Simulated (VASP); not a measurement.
Runs of VASP 6.6.1 on BP. Symmetry: Pm-3m, No. 221, cubic system. The conventional cell has a = 2.708 Å, b = 2.708 Å, c = 2.708 Å, α = 90.00°, β = 90.00°, γ = 90.00°. Around B (site symmetry m-3m) lie 8 P at 2.35 Å. P (site symmetry m-3m) is surrounded by 8 B at 2.35 Å. The cell was built by a generator and needn't be a form met in nature.

```tsv
level	k mesh	smearing	exchange at q = 0	grid for exact exchange (PRECFOCK)	screening parameter	share of exact exchange	gap on the mesh (eV)	pressure (GPa)
PBEsol	6 × 6 × 6	methfessel-paxton 0.001 eV	-	-	-	-	none	0.8
HSE06	4 × 4 × 4	fermi-dirac 0.02 eV	truncated	Normal	0.2079 1/A	-	none	-6.1
PBEsol	6 × 6 × 6	fermi-dirac 0.02 eV	-	-	-	-	none	0.6
PBE-based global hybrid	4 × 4 × 4	fermi-dirac 0.02 eV	truncated	Normal	-	0.15	none	(a)
```

Alike in all rows: task single point; potentials or basis VASP PAW PBE potentials, release 64 (B, P); no spin polarisation; cell as given; cutoff (eV) 520; the mesh is coarse, so values aren't converged.

Task: Estimate the missing entries.

Result: (a) -6.4.

Caveats: all runs use coarse meshes; the PAW data sets were made with another functional, which shifts forces and pressure a little.

A gap of «none» marks a metal or a gap under the smearing width.
